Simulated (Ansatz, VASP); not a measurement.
Al: VASP beside Ansatz

INCAR

```
PREC = Accurate
ENCUT = 520
EDIFF = 1E-7
ISMEAR = -1
SIGMA = 0.08
LREAL = False
LASPH = True
NELM = 80
ALGO = Normal
ISIF = 2
LWAVE = False
LCHARG = False
GGA = PE
NBANDS = 8
```

The input KPOINTS:

```
Automatic mesh
0
Gamma
  16 16 16
```

The input POSCAR:

```
Al
1.0
    2.3939230944      0.0000000000      0.0000000000
    0.0000000000      2.3939230944      0.0000000000
    0.0000000000      0.0000000000      2.3939230944
Al
1
Direct
    0.0000000000      0.0000000000      0.0000000000
```

Input for Ansatz:

```yaml
crystal:
  lattice:
    - [2.3939230944, 0.0, 0.0]
    - [0.0, 2.3939230944, 0.0]
    - [0.0, 0.0, 2.3939230944]
  atoms:
    - { symbol: Al, position: [0.0, 0.0, 0.0] }
kpoints:
  mp_grid: { grid: [16, 16, 16] }
scf:
  occupations: { method: fermi_dirac, width: 0.08 }
hamiltonian:
  xc: pbe
  pseudopotentials: { kind: all_electron, lapw: { basis_error: 0.001 } }
output:
  forces: true
  stress: true
  eigenvalues: true
  populations: true
```

Change from the starting cell: volume scaled by 0.68, LAPW.

Alike in both runs: task single point; functional PBE; k mesh 16 × 16 × 16; occupations fermi-dirac, width 0.08 eV; no spin polarisation.

|  | VASP | Ansatz |
| --- | --- | --- |
| version | VASP 6.6.1 | Ansatz 0.2.0 |
| potentials or method | VASP PAW PBE potentials, release 64 (Al) | all-electron LAPW, scalar-relativistic |
| plane-wave cutoff (eV) | 520 | see its input |

|  | VASP | Ansatz | Ansatz less VASP |
| --- | --- | --- | --- |
| pressure (GPa) | 48.9 | 48.5 | -0.39 |

Ansatz ran all-electron here, so the differences hold the error of VASP's frozen core and of both bases.

Caveats: so large a pressure means that the cell lies far from this level's equilibrium, or that cutoff or potentials fall short (VASP).
